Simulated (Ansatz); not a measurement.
# BaTiO3 (P1) in Ansatz: band structure with r2SCAN+U

Aim: the band structure of BaTiO3 with r2SCAN+U.

Program: Ansatz 0.2.0. These are calculated values, not measurements. Logs are shortened: lines on timing, memory, paths and dates and some standing lists are left out, and cuts for length are marked.

### Step 1. The structure

The typed cell holds 10 atoms: a = 5.655 Å, b = 5.655 Å, c = 5.670 Å, α = 60.09°, β = 60.09°, γ = 60.00°.

### Step 2. Band structure, r2SCAN+U

File input.yaml:

```yaml
crystal:
  lattice:
    - [2.82766816, -4.89766492, 0.0]
    - [5.65533632, 0.0, 0.0]
    - [2.82766816, -1.63255497, 4.63546322]
  atoms:
    - { symbol: Ba, position: [0.91779247, 0.96775091, 0.97383736] }
    - { symbol: Ba, position: [0.57742951, 0.65455723, 0.34893146] }
    - { symbol: Ti, position: [0.85544443, 0.70465259, 0.78240916] }
    - { symbol: Ti, position: [0.2254501, 0.19420324, 0.34593407] }
    - { symbol: O, position: [0.10783783, 0.46592468, 0.94251724] }
    - { symbol: O, position: [0.52682404, 0.06235204, 0.36075773] }
    - { symbol: O, position: [0.62664548, 0.39895374, 0.01956568] }
    - { symbol: O, position: [0.86136909, 0.0487807, 0.56098022] }
    - { symbol: O, position: [0.50457995, 0.98889507, 0.05291614] }
    - { symbol: O, position: [0.8179271, 0.5352298, 0.54825093] }
hamiltonian:
  xc: r2scan
  pseudopotentials: { kind: paw }
  hubbard: { sites: [{ species: Ti, l: d, u_eff: 5.0 }] }
kpoints:
  mp_grid: { grid: [6, 6, 6] }
  band_path:
    path:
      - [[0.0, 0.0, 0.0], [0.0, -0.5, 0.0], [0.4987152748, -0.2506423626, 0.2493576374]]
      - [[0.2506423626, -0.2506423626, 0.5], [0.0, 0.0, 0.5], [0.0, 0.0, 0.0], [0.3746788187, -0.3746788187, 0.0]]
      - [[0.3746788187, -0.2506423626, 0.3746788187], [0.5, 0.0, 0.5], [0.3759635439, 0.0, 0.6253211813], [0.0, 0.0, 0.5]]
      - [[0.0, -0.5, 0.0], [0.0, -0.3759635439, 0.3746788187]]
    npoints: 10
scf:
  occupations: { method: fermi_dirac, width: 0.05 }
  n_extra_bands: 25
output:
  forces: true
  stress: true
  eigenvalues: true
  fatbands: false
```

Potentials or basis: Ansatz PAW.

The run is started by

```bash
$ ansatz run input.yaml --threads 4 --pin off --max-ram 11264MiB --backend cpu --events-out ev --progress --plain --runs-dir out
```

Standard output:

```text
Warning: RAYON_NUM_THREADS=4 ignored (pool sized by the plan → 4); use --threads N
Ba: projections on atomic orbitals take those of the free atom [Kr 4d10] 5s2 5p6 6s2, of charge +0.00 (hamiltonian.pseudopotentials.projection_atoms); the dataset's partial waves leave at most 9.7e-6 of an orbital's norm unspanned inside its sphere
Ti: projections on atomic orbitals take those of the free atom [Ne] 3s2 3p6 3d2 4s2, of charge +0.00 (hamiltonian.pseudopotentials.projection_atoms); the dataset's partial waves leave at most 4.1e-7 of an orbital's norm unspanned inside its sphere
O: projections on atomic orbitals take those of the free atom [He] 2s2 2p4, of charge +0.00 (hamiltonian.pseudopotentials.projection_atoms); the dataset's partial waves leave at most 1.9e-8 of an orbital's norm unspanned inside its sphere
scf.n_extra_bands = 25 over 40 filled bands (N_el = 80.0): the run solves 65 bands
Engine: ansatz 0.2.0, aarch64-unknown-linux-gnu
Pseudopotentials: kind: paw
Pseudopotential: Ba, paw, valence charge 10, recommended cutoff 500 eV (meta_gga), Ba.paw.azcp
Pseudopotential: Ti, paw, valence charge 12, recommended cutoff 500 eV (meta_gga), Ti.paw.azcp
Pseudopotential: O, paw, valence charge 6, recommended cutoff 500 eV (meta_gga), O.paw.azcp
Functional definition: r2SCAN
  parameter k0 = 0.174
  parameter k1 = 0.065
  parameter a1 = 4.9479
  exchange = r2scan_x(k0 = k0, k1 = k1, a1 = a1)
  correlation = r2scan_c
Crystal: 10 atoms, lattice volume = 128.393 Å³
Basis set: ecut = 500 eV, 3287 PW (Γ), exchange–correlation on 180×180×180 points (64 copies of the dense FFT grid, shifted against one another)
Bands: 65, of which v1, the nominal top of the filled ones, is band 40 counted from 1 (39 counted from 0)
Symmetry: 1 space group operations
Space group: P1 (ITA 1), of the structure as read, at distance tolerance 5.0e-5 Å
k-points: 112 of 216 (time reversal used)
Non-local potential: Ba, projectors of the file, l = 0: 3, l = 1: 2, l = 2: 2, l = 3: 2
Non-local potential: Ti, projectors of the file, l = 0: 3, l = 1: 2, l = 2: 3, l = 3: 1
Non-local potential: O, projectors of the file, l = 0: 2, l = 1: 2, l = 2: 1
PAW form: soft (Blöchl's): semilocal exchange-correlation on the pseudo side does not see the compensation charge
PAW frozen core: Ba, regenerated for the run's functional (the file was generated under x = pbe(κ = 0.804, μ = 0.2195149727645171), c = pbe(β = 0.06672455060314922))
[... 38 lines left out ...]
  E_hartree    = 2097.659085
  E_xc         = -961.628042
  E_vxc        = -1226.757517  (∫ρ·V_xc dr)
  E_hubbard    = 8.666666  (on-site DFT+U / exact-exchange correction)
  E_vhub       = 5.538773  (the Hubbard potential's part of the band-sum identity)
  E_paw        = -13583.833374  (= ΣΔE_a)
  E_vpaw       = -658.595999  (= ΣTr[D̂ρ^β])
  E_aug_tail   = 0.006338  (compensation charges beyond the density's cutoff)
  E_vtau       = 75.374796  (kinetic-family band-sum trace: ∫τ·v_τ [+ j·A + Jᵃ·Aᵃ] dr)
  E_ewald      = -5126.815596
  E_core_change = -0.557728  (= ΣΔE_core)
  E_smearing   = -0.000007  (= −TS)
  E_closure    = -0.000000  (closes the sum)
  Σ components = -20332.537060   (vs F -20332.537060, Δ=0.00e0)
--- Forces (eV/Å), atoms counted from 1 ---
  atom   1  Ba    10.49120848    -9.90283053    -0.81785829
  atom   2  Ba   -18.22636244     3.66756814    10.40427213
  atom   3  Ti   -10.49131648     5.47563289    -1.45900442
  atom   4  Ti     2.36595256    10.85501701    -5.33834805
  atom   5  O     -0.35880872    -2.89584707     1.05775621
  atom   6  O      4.82081912    -6.88207333     8.46398335
  atom   7  O      4.59807674     2.32018188    -0.11863050
  atom   8  O      1.37498342    -1.43026074    -4.90031273
  atom   9  O      1.05700178    10.52677688    -9.30787192
  atom  10  O      4.36845691   -11.73419450     2.01604605
  max |Σ_I F_I| component: 3.18e-5 eV/Å
--- Stress (GPa, compression-positive) ---
       62.751156      -2.408869      -7.350588
       -2.408844      67.521809     -21.665700
       -7.350591     -21.665662      67.078022
  P = ⅓ Tr σ = 65.7837 GPa (657.837 kbar)
--- Band table (eV; the first three rows and the last of 112) ---
  k-point 0: bands = ["-49.8350", "-49.1639", "-25.8116", "-25.0671", "-24.9444", "-24.6975", "-24.5961", "-24.4156", "-17.2492", "-14.8946", "-10.4459", "-8.8867", "-8.1284", "-7.5357", "-7.2751", "-6.0804", "-2.5106", "-0.9662", "-0.6141", "-0.1895", "1.1180", "1.6576", "4.0702", "5.6157", "5.7867", "6.3094", "6.7648", "7.0010", "7.1660", "7.5242", "7.5949", "7.8626", "8.0152", "8.3384", "8.8522", "9.2175", "9.8051", "10.6503", "11.4615", "11.9581", "13.1823", "13.3315", "13.8017", "14.1139", "14.5707", "14.6651", "15.2025", "15.5911", "15.8516", "16.5561", "16.7492", "17.2787", "17.5985", "18.1391", "18.8906", "19.3442", "19.9805", "20.3336", "20.6971", "21.1377", "21.4976", "21.7705", "21.9529", "22.2184", "22.3458"]
  k-point 1: bands = ["-49.8349", "-49.1638", "-25.8118", "-25.0672", "-24.9441", "-24.6985", "-24.5965", "-24.4157", "-17.2199", "-14.9307", "-10.4446", "-8.9483", "-8.0523", "-7.5509", "-7.3291", "-6.0136", "-2.4488", "-0.9921", "-0.6271", "-0.0808", "1.1671", "1.5924", "4.1344", "5.4766", "5.7128", "6.2247", "6.6052", "7.0078", "7.1012", "7.3705", "7.7058", "7.9335", "8.1050", "8.3823", "8.8066", "9.1942", "9.9506", "10.5881", "11.3918", "11.8762", "13.1831", "13.3886", "13.8011", "14.1856", "14.6092", "14.6826", "15.0902", "15.5269", "15.7668", "16.6443", "16.9590", "17.3206", "17.7420", "18.2260", "19.0598", "19.4824", "19.7212", "20.3745", "20.8304", "21.1323", "21.5373", "21.8221", "21.9111", "22.2178", "22.3765"]
  k-point 2: bands = ["-49.8349", "-49.1637", "-25.8123", "-25.0674", "-24.9436", "-24.7003", "-24.5973", "-24.4160", "-17.1578", "-15.0071", "-10.4422", "-9.0493", "-7.9184", "-7.5791", "-7.4308", "-5.8909", "-2.3241", "-1.0195", "-0.6429", "0.1211", "1.2182", "1.4950", "4.2477", "5.2213", "5.5662", "6.1908", "6.3690", "6.8414", "7.0720", "7.2057", "7.6620", "8.0664", "8.1843", "8.4531", "8.7303", "9.2610", "10.1593", "10.4597", "11.3042", "11.7435", "13.2429", "13.5179", "13.7666", "14.2504", "14.6509", "14.7816", "14.9897", "15.4151", "15.6172", "16.7690", "17.2802", "17.5205", "18.0470", "18.1855", "19.0360", "19.7802", "19.9651", "20.2077", "20.8732", "21.3132", "21.6437", "21.7695", "21.9788", "22.2169", "22.3890"]
  k-point 111: bands = ["-49.8349", "-49.1638", "-25.8115", "-25.0665", "-24.9440", "-24.6993", "-24.6012", "-24.4158", "-17.1767", "-14.9279", "-10.4952", "-9.1221", "-8.1132", "-7.6123", "-7.2731", "-5.7503", "-2.4466", "-0.7748", "-0.5304", "-0.1217", "1.0946", "1.8829", "4.3811", "5.0082", "5.7079", "6.0490", "6.4588", "6.8949", "7.0936", "7.4179", "7.6606", "7.7338", "8.1241", "8.3172", "8.4607", "9.3289", "9.5165", "10.7065", "11.4475", "11.9114", "13.1503", "13.3020", "13.8068", "14.0865", "14.5970", "14.9224", "15.1547", "15.5392", "15.8872", "16.4228", "16.9914", "17.8469", "18.5255", "18.7053", "19.2099", "19.2551", "19.5228", "20.3806", "21.1491", "21.2722", "21.4052", "21.9052", "22.0618", "22.2601", "22.4698"]
Occupation matrices written to <dir>
```

occupation_matrices:

```text
# The occupation matrices of the corrected shells as a run of Ansatz 0.0.0 ended. An entry of
# hamiltonian.hubbard.sites starts from them by `starting_ns: <path of this file>`, where that key's refused
# combinations let it.
# Free energy -20332.537060 eV.
[... 34 lines left out ...]
  site3_d:
    matrix:
      - [0.16624661843971558, -0.0022983224355318534, 0.01425408471102376, 0.12242140756732678, 0.018512325408613826]
      - [-0.0022983224355318534, 0.1903487817056189, 0.02268850025815233, 0.00515399897448286, 0.016847525676970225]
      - [0.01425408471102376, 0.02268850025815233, 0.23340959211789178, -0.005953877003791268, 0.035972215280836654]
      - [0.12242140756732678, 0.00515399897448286, -0.005953877003791268, 0.28831119389758186, 0.021215772233044196]
      - [0.018512325408613826, 0.016847525676970225, 0.035972215280836654, 0.021215772233044196, 0.2747294529303108]
```

Wall time 2.9 min (4 threads of Arm Neoverse N1, shared host); peak memory 1.8 GiB.

Results:

```
Free energy             : -20332.5371 eV
Pressure                : 65.8 GPa
Largest force           : 21.305 eV/Å
Band gap on the k mesh  : 1.04 eV, indirect (least direct gap 1.11 eV)
Band gap along the path : 1.09 eV, indirect (least direct gap 1.11 eV)
```

Forces on the atoms (eV/Å):
```
Ba   10.491  -9.903  -0.818
Ba  -18.226   3.668  10.404
Ti  -10.491   5.476  -1.459
Ti    2.366  10.855  -5.338
O    -0.359  -2.896   1.058
O     4.821  -6.882   8.464
O     4.598   2.320  -0.119
O     1.375  -1.430  -4.900
O     1.057  10.527  -9.308
O     4.368 -11.734   2.016
```

Stress tensor (GPa, compression positive):
```
 62.75  -2.41  -7.35
 -2.41  67.52 -21.67
 -7.35 -21.67  67.08
```

Levels at the corners of the path, in eV from the valence-band top:
| point | band 38 | band 39 | band 40 | band 41 | band 42 | band 43 |
| --- | --- | --- | --- | --- | --- | --- |
| Γ | -1.39 | -0.58 | -0.09 | 1.14 | 1.29 | 1.76 |
| L | -1.47 | -0.28 | 0.00 | 1.11 | 1.44 | 1.72 |
| B1 | -1.76 | -0.58 | -0.21 | 1.14 | 1.48 | 1.87 |
| B | -1.78 | -0.65 | -0.27 | 1.28 | 1.39 | 1.84 |
| Z | -1.65 | -0.78 | -0.34 | 1.24 | 1.58 | 1.66 |
| Γ | -1.39 | -0.58 | -0.09 | 1.14 | 1.29 | 1.76 |
| X | -1.59 | -0.59 | -0.15 | 1.13 | 1.42 | 1.80 |
| Q | -1.80 | -0.56 | -0.18 | 1.10 | 1.52 | 1.79 |
| F | -1.80 | -0.90 | -0.33 | 1.15 | 1.51 | 1.81 |
| P1 | -1.77 | -0.87 | -0.35 | 1.22 | 1.45 | 1.87 |
| Z | -1.65 | -0.78 | -0.34 | 1.24 | 1.58 | 1.66 |
| L | -1.47 | -0.28 | 0.00 | 1.11 | 1.44 | 1.72 |
| P | -1.51 | -0.49 | -0.29 | 1.36 | 1.41 | 1.84 |

Eigenvalues of the final occupation matrices:
```
  site  spin  trace               eigenvalues
site 1     1   1.21  0.15 0.19 0.24 0.29 0.33
site 2     1   1.15  0.09 0.18 0.22 0.29 0.37
```

Caveat: a pressure of tens of GPa on the cell as given is suspect, and the run, the potentials or the cell itself is likely at fault; spin-orbit coupling is left out, which moves the levels of the heavy elements; the PAW data sets come from PBE, with cores solved anew for the run's functional, which leaves a small shift of forces and pressure; forces of over 1 eV/Å show positions far from the minimum, so gaps and moduli don't describe the material at rest.
